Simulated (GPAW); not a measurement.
# MoP in GPAW: convergence with plane-wave cutoff (eV)

Crystal: MoP.

```
Mo P
1.0
     3.22300    0.00000    0.00000
    -1.61150    2.79120    0.00000
     0.00000    0.00000    3.19100
Mo P
1 1
Direct
  0.00000 0.00000 0.00000
  0.33333 0.66667 0.50000
```

```yaml
Program: GPAW 26.7.0
Task: convergence study
Functional: PBE
Potentials_or_basis: GPAW PAW data sets (gpaw-data 1.2.1)
Cutoff: 200 eV
Basis: pw
k_mesh: 7 × 7 × 6
Occupations: fermi-dirac, width 0.05 eV
Spin: no spin polarisation
```

These are the settings of the first run; the series varies plane-wave cutoff (eV), with any setting tied to it.

Hardware: 1 thread of Arm Neoverse V1, with other jobs on the host.

Problem. The values tried are 200, 250, 300, 350, 400, 500, 600, 800, 1000, loosest first. From which on does the energy stay within 1 meV/atom of the tightest run that finished?

Solution. From 800 on.

| plane-wave cutoff (eV) | energy less the tightest run, at zero smearing (meV/atom) | pressure (GPa) | SCF cycles | CPU time (s) | peak memory (GiB) |
| --- | --- | --- | --- | --- | --- |
| 200 | 498.14 | -4.14 | 10 | 5.4 | 0.12 |
| 250 | 270.20 | -4.22 | 10 | 5.6 | 0.12 |
| 300 | 113.90 | -1.83 | 10 | 6.7 | 0.13 |
| 350 | 42.72 | 0.69 | 10 | 7 | 0.13 |
| 400 | 15.85 | 2.14 | 10 | 7.7 | 0.13 |
| 500 | 3.63 | 2.94 | 10 | 13 | 0.14 |
| 600 | 1.58 | 2.99 | 10 | 12 | 0.15 |
| 800 | 0.18 | 3.03 | 10 | 21 | 0.16 |
| 1000 | 0.00 | 3.04 | 10 | 23 | 0.18 |

Against the tightest run, the pressure stays within 0.1 GPa from 600 on. The tightest run that finished is the yardstick and may itself not be fully converged.
